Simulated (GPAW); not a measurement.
Crystal: InAs.

```xyz
2
Lattice="0.0000 3.0180 3.0180 3.0180 0.0000 3.0180 3.0180 3.0180 0.0000" Properties=species:S:1:pos:R:3 pbc="T T T"
In    0.0000    0.0000    0.0000
As    4.5270    4.5270    4.5270
```

| Item | Value |
| --- | --- |
| Program | GPAW 26.7.0 |
| Task | relaxation of cell and atoms |
| Functional | BLYP |
| Potentials or basis | PAW data sets generated in the run's folder for this functional |
| Cutoff | 600 eV |
| Basis | pw |
| k mesh | 8 × 8 × 8 |
| Occupations | fermi-dirac, width 0.05 eV |
| Spin | no spin polarisation |

At the start: pressure 7.2 GPa; volume 27.49 Å³/atom.

Task: How do energy, volume and symmetry change on relaxing?

Result: Over 12 steps the energy falls by 76.7 meV/atom and the volume is 31.46 Å³/atom (+14.5 %); space group F-43m (No. 216, to 0.05 Å).

Step by step:
```tsv
step	energy change (eV)	largest force (eV/Å)	pressure (GPa)	volume (Å³)
1	0.0000	0.0000	7.20	54.98
2	-0.0421	0.0000	5.91	56.01
3	-0.1007	0.0000	3.79	57.94
4	-0.1434	0.0000	1.47	60.57
5	-0.1520	0.0000	-0.56	63.57
6	-0.1521	0.0000	-0.55	63.55
7	-0.1523	0.0000	-0.52	63.50
8	-0.1525	0.0000	-0.47	63.42
9	-0.1528	0.0000	-0.41	63.32
10	-0.1530	0.0000	-0.34	63.20
11	-0.1532	0.0000	-0.26	63.07
12	-0.1534	0.0000	-0.17	62.92
```

Final structure:
```
In As
1.0
     0.00000    3.15691    3.15691
     3.15691    0.00000    3.15691
     3.15691    3.15691    0.00000
In As
1 1
Direct
  0.00000 0.00000 0.00000
  0.75000 0.75000 0.75000
```

Caveat: later steps reuse the first step's grids; the volume moved by +14 % from the deposited cell, more than functionals usually miss.
